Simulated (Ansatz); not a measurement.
Input and command of a plane-wave DFT calculation in Ansatz:

```yaml
crystal:
  lattice:
    - [2.2085012539, 1.2750787934, 9.94667]
    - [-2.2085012539, 1.2750787934, 9.94667]
    - [0.0, -2.5501575869, 9.94667]
  atoms:
    - { symbol: Bi, position: [0.812, 0.812, 0.812] }
    - { symbol: Bi, position: [0.402, 0.402, 0.402] }
    - { symbol: Te, position: [0.611, 0.611, 0.611] }
    - { symbol: Te, position: [0.2, 0.2, 0.2] }
    - { symbol: Te, position: [0.0, 0.0, 0.0] }
basis:
  ecutwfc: 130
kpoints:
  mp_grid: { grid: [12, 12, 12] }
hamiltonian:
  xc: r2scan
scf:
  occupations: { method: gaussian, width: 0.1 }
  max_iter: 89
output:
  forces: true
  stress: true
  eigenvalues: true
```

```bash
ansatz run input.yaml --threads 1 --pin off --max-ram 2560MiB --backend cpu --events-out ev --progress --plain --runs-dir out
```

Processor: Intel(R) Xeon(R) Processor @ 2.50GHz (Skylake/Cascade Lake), 1 thread, on a host shared with other jobs.

Q: How long does it run, and how much memory does it take?

A: About 110 s on 1 thread of Intel(R) Xeon(R) Processor @ 2.50GHz (Skylake/Cascade Lake), on a shared host, peak memory 0.55 GiB. It solves 47 bands at 189 k points (the mesh reduced by symmetry) with about 547 plane waves, in 13 SCF iterations.
